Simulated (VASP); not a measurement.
SiNi:

```
CELL_PARAMETERS angstrom
2.98872 0.00000 0.00000
0.00000 3.31294 0.00000
0.00000 0.00000 4.72600
ATOMIC_POSITIONS crystal
Si 0.00000 0.00000 0.15873
Si 0.50000 0.50000 0.84127
Ni 0.00000 0.00000 0.65689
Ni 0.50000 0.50000 0.34311
```

The cell is a database's computed one.

The cell isn't the ideal one: a relaxed cell with its volume scaled by 1.06.

- Program: VASP 6.6.1
- Task: relaxation of shape and atoms at fixed volume
- Functional: LDA
- Potentials or basis: VASP PAW LDA potentials, release 64 (Si, Ni)
- Cutoff: 600 eV
- k mesh: 12 × 12 × 8
- Occupations: methfessel-paxton, width 0.1 eV
- Spin: no spin polarisation

At the start: pressure -10.8 GPa; volume 11.70 Å³/atom.

Q: Where does the relaxation end?

A: Over 9 steps the energy falls by 2.0 meV/atom; space group Pmmn (No. 59, to 0.05 Å).

Step by step:
```csv
step,energy change (eV),largest force (eV/Å),pressure (GPa)
1,0.0000,0.1412,-10.80
2,-0.0063,0.0383,-10.25
3,-0.0066,0.0120,-10.07
4,-0.0072,0.0044,-10.04
5,-0.0078,0.0359,-9.96
6,-0.0078,0.0392,-9.96
7,-0.0081,0.0137,-9.97
8,-0.0081,0.0146,-10.02
9,-0.0081,0.0010,-9.96
```

Final structure:
```cif
data_structure
_symmetry_space_group_name_H-M 'P 1'
_symmetry_Int_Tables_number 1
_cell_length_a 3.0356
_cell_length_b 3.2832
_cell_length_c 4.6952
_cell_angle_alpha 90.000
_cell_angle_beta 90.000
_cell_angle_gamma 90.000
_cell_volume 46.79
loop_
_atom_site_label
_atom_site_type_symbol
_atom_site_fract_x
_atom_site_fract_y
_atom_site_fract_z
_atom_site_occupancy
Si1 Si 0.00000 0.00000 0.16049 1
Si2 Si 0.50000 0.50000 0.83951 1
Ni1 Ni 0.00000 0.00000 0.65907 1
Ni2 Ni 0.50000 0.50000 0.34093 1
```
